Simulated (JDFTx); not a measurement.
Runs of JDFTx 1.7.0 (patched build) on BP. The structure is cubic, space group F-43m (No. 216). The conventional cell has a = 4.538 Å, b = 4.538 Å, c = 4.538 Å, α = 90.00°, β = 90.00°, γ = 90.00°. Around P (site symmetry -43m) lie 4 B at 1.97 Å. B (site symmetry -43m) is surrounded by 4 P at 1.97 Å. 

| task | level | potentials or basis | cell | cutoff (eV) | smearing | DOS broadening | local potential set to -Z/r beyond | max SCF steps | SCF threshold on the energy | solver of the electrons | gap on the mesh (eV) | pressure (GPa) |
| --- | --- | --- | --- | --- | --- | --- | --- | --- | --- | --- | --- | --- |
| density of states | PBEsol | PseudoDojo-SR-PBEsol-0.4.1-standard with smoothed tails | as given | 1034 | gaussian 0.05 eV | 0.004 Ha | 6 bohr | 100 | 1e-08 Ha | scf | 1.14 | -1.9 |
| single point | BLYP | PseudoDojo-SR-PBE-0.5-standard | as given | 1034 | fermi-dirac 0.05 eV | - | - | 100 | 1e-09 Ha | scf | 1.52 | 7.1 |
| single point | PBEsol | PseudoDojo-SR-PBEsol-0.4.1-standard with smoothed tails | the cell as VASP's run set it | 1034 | gaussian 0.1 eV | - | 6 bohr | 100 | 1e-09 Ha | scf | 1.14 | -1.9 |
| single point | r2SCAN | SG15-PBE-1.2 | as given | 1088 | fermi-dirac 0.05 eV | - | - | 100 | 1e-09 Ha | scf | (a) | -0.5 |

Alike in all rows: no spin polarisation; k mesh 10 × 10 × 10.

Problem. Estimate the missing entries.

Solution. (a) 1.41.

Caveats: the empty levels aren't tightly converged (some runs); the potentials were made for another functional, which shifts forces and pressure (some runs).

A k mesh can miss the band edges.

Runs at the PBE level aren't shown here.
